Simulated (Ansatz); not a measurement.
## A series in volume per atom on P

Equation of state of a cubic crystal from periodic Kohn-Sham density functional theory without spin; pressure corrected for the finite basis. The results are calculated, by Ansatz 0.2.0 development build.

Cell of the first row (space group Pm-3m, No. 221):
```
cell vectors (Å)
   2.3945     0.0000     0.0000
   0.0000     2.3945     0.0000
   0.0000     0.0000     2.3945
atoms (fractions of the cell vectors)
P   0.00000  0.00000  0.00000
```

Settings of every row: formula P; structure type simple cubic; functional PBE; spin treatment none; k mesh 22x22x22; occupation method fermi-dirac; occupation width 0.061225619 eV; wave cutoff 420 eV; datasets soft-1 PAW; density cutoff ratio 4.

Limits: a cubic model structure, not a phase known at ambient conditions; modest k-mesh, values are not fully converged in k.

```
row  volume per atom (Å³)  pressure (GPa)  energy above lowest point (meV/atom)
  1                13.729           8.367                                 22.04
  2                14.021           5.363                                  9.56
  3                14.313               ?                                     ?
  4                14.605           0.077                                     0
  5                14.898          -2.056                                  1.87
  6                 15.19          -3.805                                  7.26
  7                15.482           -5.37                                 15.64
```

Question: what pressure and energy above lowest point should row 3 give?

Worked fit of pressure. Take u = (V_r/V)^(2/3) − 1 with V_r = 14.752 Å³ an atom, which is twice the finite (Eulerian) strain; such expansions in the strain, on which the Birch-Murnaghan equation of state is built, carry the rest volume and the bulk modulus. The shown rows have u = 0.04908, 0.03446, 0.0067, -0.00654, -0.01932, -0.03169. Least squares give pressure = −0.997 + 159.272 × u + 662.16 × u² GPa; a straight line predicts inner rows, each left out in turn, worse (root mean square 0.43 against 0.079 GPa). The rows lie off it by -0.048, 0.085, -0.023, -0.046, 0.022, 0.009 (root mean square 0.046 GPa). The pressure vanishes at u = 0.0061, or V = 14.62 Å³ an atom, and there the bulk modulus at fixed shape and fractions is B = −V dP/dV = (2/3)(1 + u) dP/du = 112 GPa. The withheld row has u = 0.02034, so the fit gives −0.997 + 159.272 × (0.02034) + 662.16 × (0.02034)² = 2.517 GPa.

The calculation gave 2.573 GPa. The fit lies 0.056 GPa (2.2 % of the value, 0.41 % of the column's range) below it; its largest miss of a shown row is 0.085 GPa.

Worked fit of energy above lowest point. Take u = (V_r/V)^(2/3) − 1 with V_r = 14.752 Å³ an atom, which is twice the finite (Eulerian) strain; such expansions in the strain, on which the Birch-Murnaghan equation of state is built, carry the rest volume and the bulk modulus. The shown rows have u = 0.04908, 0.03446, 0.0067, -0.00654, -0.01932, -0.03169. Least squares give energy above lowest point = 0.482 − 136.97 × u + 11169.7 × u² + 11799 × u³ meV/atom; a parabola predicts inner rows, each left out in turn, worse (root mean square 0.25 against 0.13 meV/atom). The rows lie off it by -0.02, 0.05, -0.07, 0.02, 0.05, -0.02 (root mean square 0.043 meV/atom). Its lowest point lies at u = 0.0061, or V = 14.62 Å³ an atom, and the curvature there gives the bulk modulus at fixed shape and fractions, B = (4/9)(1 + u)² E″(u)/V = 112 GPa. The withheld row has u = 0.02034, so the fit gives 0.482 − 136.97 × (0.02034) + 11169.7 × (0.02034)² + 11799 × (0.02034)³ = 2.42 meV/atom.

The calculation gave 2.37 meV/atom. The fit lies 0.05 meV/atom (2.1 % of the value, 0.23 % of the column's range) above it; its largest miss of a shown row is 0.07 meV/atom.
